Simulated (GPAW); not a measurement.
MnO2:

```
Mn O
1.0
     1.42843    0.82471    4.58393
    -1.42843    0.82471    4.58393
     0.00000   -1.64941    4.58393
Mn O
1 2
Direct
  0.00000 0.00000 0.00000
  0.73564 0.73564 0.73564
  0.26436 0.26436 0.26436
```

Measurements of this composition are mostly on another form, of space group No. 136.

Base run:

* Program: GPAW 26.7.0
* Functional: PBEsol
* Potentials or basis: PAW data sets generated in the run's folder for this functional
* Cutoff: 800 eV
* Basis: pw
* k mesh: 7 × 7 × 7
* Occupations: fermi-dirac, width 0.05 eV
* Spin: collinear spin, ferromagnetic start
* Starting moments: [4.0, 0.0, 0.0] μB

Its results: band gap on the k mesh 0.73 eV, indirect (least direct gap 0.81 eV); pressure 1.0 GPa; net moment 3.00 μB per cell; site moments Mn +2.81; O +0.04 μB; largest force 0.065 eV/Å.

Task: The run is repeated on the same cell with these changes: functional from PBEsol to r2SCAN; potentials or basis from PAW data sets generated in the run's folder for this functional to GPAW PAW data sets (gpaw-data 1.2.1). What comes out?

Result: Band gap on the k mesh 1.95 eV, indirect (least direct gap 2.06 eV); pressure 2.7 GPa; net moment 3.00 μB per cell; site moments Mn +2.91; O +0.01 μB; largest force 0.155 eV/Å.

Caveats: a cell with one magnetic atom can't hold antiferromagnetic order, which such compounds often take; the PAW data sets were made with another functional, which shifts forces and pressure a little (some runs).

Not every run made on this cell is shown here.
